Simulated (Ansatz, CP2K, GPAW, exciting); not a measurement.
## BP: programs and potentials compared

```xyz
2
Lattice="3.2089 0.0000 0.0000 1.6044 2.7789 0.0000 1.6044 0.9263 2.6200" Properties=species:S:1:pos:R:3 pbc="T T T"
P     4.8133    2.7789    1.9650
B     0.0000    0.0000    0.0000
```

Alike in all runs: task single point; functional PBE; k mesh 10 × 10 × 10; occupations gaussian, width 0.02 eV; no spin polarisation; no spin-orbit coupling. Pressure is positive in compression and, in plane waves, holds the error of the finite cutoff.

```tsv
program and potentials	plane-wave cutoff (eV)	notes	band gap (eV)	pressure (GPa)
exciting, all-electron LAPW+lo, shipped species files, valence relativity iora*	-	-	1.25	-
CP2K, POTENTIAL_UZH P GTH-PBE-q5, B GTH-PBE-q3; TZVP-MOLOPT-PBE-GTH basis	-	atomic basis	1.37	0.29
Ansatz, all-electron LAPW, scalar-relativistic	-	-	1.25	1.09
GPAW, GPAW PAW data sets (gpaw-data 1.2.1)	800	-	1.24	1.38
```

The band gap spans 1.24 (GPAW, GPAW PAW data sets (gpaw-data 1.2.1)) to 1.37 eV (CP2K, POTENTIAL_UZH P GTH-PBE-q5, B GTH-PBE-q3; TZVP-MOLOPT-PBE-GTH basis), with all-electron results at 1.25. The pressure spans 0.29 (CP2K, POTENTIAL_UZH P GTH-PBE-q5, B GTH-PBE-q3; TZVP-MOLOPT-PBE-GTH basis) to 1.38 GPa (GPAW, GPAW PAW data sets (gpaw-data 1.2.1)), with all-electron results at 1.09. The gap is indirect and read on the mesh alone. Rows in atomic bases carry the error of their basis and grid, which can be large.

The functional is the same throughout but for its coding, so the spread measures potentials, basis and numerics; runs on potential files found faulty are left out.
